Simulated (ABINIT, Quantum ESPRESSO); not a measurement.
## Moving the pressure in Ge

The cell as given:

It takes space group Fd-3m (No. 227, cubic). The conventional cell has a = 5.658 Å, b = 5.658 Å, c = 5.658 Å, α = 90.00°, β = 90.00°, γ = 90.00°. Around Ge (site symmetry -43m) lie 4 Ge at 2.45 Å.

Kept alike: task relaxation of cell and atoms; functional PBE; k mesh 8 × 8 × 8; occupations fermi-dirac, width 0.05 eV; no spin polarisation. Program: ABINIT, JTH PAW PBE v2.0, cutoff 599 eV. The mesh is that of the run's cell of 2 atoms. No spin-orbit coupling.

| pressure, P (GPa) | band gap (eV) | volume (Å³/atom) |
| --- | --- | --- |
| 0 | 0.05 or less | 23.957 |
| 5 | 0.158 | 22.280 |
| 10 | 0.397 | 21.121 |
| 20 | 0.350 | 19.468 |

Gaps hold for each row's own relaxed cell. The relaxations keep at least the cell's symmetry (Fd-3m). Runs of this series that gave no sound value for these columns are left out. The runs follow the start's structure, whether or not it is the stable one at these pressures. P is the pressure aimed at, which the runs meet within some hundredths to tenths of a GPa. A gap read on the mesh alone can miss an edge between its points.

**Question.** What does the pressure change here?

**Answer.** The band gap runs from 0.05 or less (0) to 0.397 eV (10). A twin series (Quantum ESPRESSO, SSSP 1.3 efficiency PBE) moves it by +0.3393 between 0 and 20, against +0.3499 eV here. The volume falls from 23.957 to 19.468 Å³/atom between 0 and 20 GPa. The volume falls ever more slowly, since the solid stiffens under load. At the pressures aimed at, which the runs meet within some tenths of a GPa, the step from 0 to 5 GPa gives a mean bulk modulus near 69 GPa, the last step 123 GPa. A twin series (Quantum ESPRESSO, SSSP 1.3 efficiency PBE) moves it by -4.4648 between 0 and 20, against -4.4890 Å³/atom here.
